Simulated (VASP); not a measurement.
Wanted: the native input for a VASP 6.6.1 run.

| Quantity | Value |
| --- | --- |
| Task | relaxation of cell and atoms |
| Functional | PBE |
| Potentials or basis | VASP PAW PBE potentials, release 64 (Ge_d_GW) |
| Cutoff | 630 eV |
| k mesh | 8 × 8 × 8 |
| Occupations | fermi-dirac, width 0.05 eV |
| Spin | no spin polarisation |
| Further INCAR settings | ALGO = Fast; EDIFF = 1e-06; IBRION = 2; EDIFFG = -0.005; NSW = 40; ISIF = 3 |

The structure of Ge lies in POSCAR:

```
Ge
1.0
    0.0000000000      2.8289100000      2.8289100000
    2.8289100000      0.0000000000      2.8289100000
    2.8289100000      2.8289100000      0.0000000000
Ge
2
Direct
    0.7500000000      0.7500000000      0.7500000000
    0.5000000000      0.5000000000      0.5000000000
```

The input as run:

INCAR

```
SYSTEM = Ge
ALGO     = Fast           ! electronic algorithm
EDIFF    = 1E-6           ! SCF threshold, eV
EDIFFG   = -0.005         ! ionic threshold
ENCUT    = 630            ! plane-wave cutoff, eV
GGA      = PE             ! functional
IBRION   = 2              ! ionic algorithm
ISIF     = 3              ! what is computed and relaxed
ISMEAR   = -1             ! smearing method
LASPH    = .TRUE.         ! aspherical terms in the spheres
LCHARG   = .FALSE.        ! write CHGCAR
LREAL    = .FALSE.        ! projectors in reciprocal space
LWAVE    = .FALSE.        ! write WAVECAR
NELM     = 80             ! most SCF steps
NSW      = 40             ! ionic steps
PREC     = Accurate       ! precision mode
SIGMA    = 0.05           ! smearing width, eV
```

KPOINTS

```
k-points
0
G
  8 8 8
  0 0 0
```

Potentials or basis: VASP PAW PBE potentials, release 64 (Ge_d_GW).

Command:

```console
$ cat potpaw_PBE.64/Ge_d_GW/POTCAR > POTCAR
$ mpirun -np 1 vasp_std > vasp.out
```

Results of the run:

- Relaxed volume: 23.86 Å³/atom
- Relaxed cell: a = 4.072 Å, b = 4.072 Å, c = 4.072 Å, α = 60.00°, β = 60.00°, γ = 60.00°
- Space group after relaxing (to 0.05 Å): Fd-3m (No. 227)
- Energy gained by relaxing: 13.1 meV/atom
- Ionic steps: 3
- Pressure after relaxing: 0.0 GPa
- Band gap on the k mesh: none (metal or under the smearing width)

Caveat: this crystal is a semiconductor, whose small gap the functional closes, so the metal is an error of the method.

Run time: 2.3 min on 1 thread of Intel(R) Xeon(R) Platinum 8488C (Sapphire Rapids), on a shared host, peak memory 0.22 GiB.
